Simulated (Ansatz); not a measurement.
Ir: relaxation of cell and atoms with PBEsol

Ir:

```
Ir
1.0
     2.75138    0.00000    0.00000
    -1.37569    2.38276    0.00000
     0.00000    0.00000    4.46229
Ir
2
Direct
  0.33333 0.66667 0.25000
  0.66667 0.33333 0.75000
```

This isn't the form of Ir at room conditions, which is fcc.

```json
{"Program": "Ansatz 0.2.0", "Task": "relaxation of cell and atoms", "Functional": "PBEsol", "Potentials or basis": "all-electron LAPW, scalar-relativistic", "Basis error allowed": "0.001 eV/atom", "k mesh": "11 × 11 × 6", "Occupations": "fermi-dirac, width 0.05 eV", "Spin": "no spin polarisation", "Target pressure": "20 GPa"}
```

```yaml
Relaxed_volume: 13.48 Å³/atom
Relaxed_cell: a = 2.677 Å, b = 2.677 Å, c = 4.344 Å, α = 90.00°, β = 90.00°, γ = 120.00°
Space_group_after_relaxing_to_0.05_Å: P6_3/mmc (No. 194)
Energy_change_on_relaxing_the_enthalpy_is_what_falls: +17.9 meV/atom
Ionic_steps: 6
Pressure_after_relaxing: 20.0 GPa
```

Step by step:
| step | energy change (eV) | largest force (eV/Å) | volume (Å³) |
| --- | --- | --- | --- |
| 1 | 0.0000 | 0.0000 | 29.25 |
| 2 | 0.4563 | 0.0000 | 25.18 |
| 3 | 0.0049 | 0.0000 | 27.23 |
| 4 | 0.0363 | 0.0000 | 26.95 |
| 5 | 0.0358 | 0.0000 | 26.95 |
| 6 | 0.0358 | 0.0000 | 26.95 |

Final structure:
```yaml
crystal:
  lattice:
    - [2.67665, 0.00000, 0.00000]
    - [-1.33833, 2.31805, 0.00000]
    - [0.00000, 0.00000, 4.34391]
  atoms:
    - { symbol: Ir, position: [0.33333, 0.66667, 0.25000] }
    - { symbol: Ir, position: [0.66667, 0.33333, 0.75000] }
```

Wall time 2.1 min on 1 thread of Intel(R) Xeon(R) Platinum 8259CL CPU @ 2.50GHz (Skylake/Cascade Lake), with other jobs on the host, peak memory 0.46 GiB.

Spin-orbit coupling is left out, which matters for the levels of Ir.
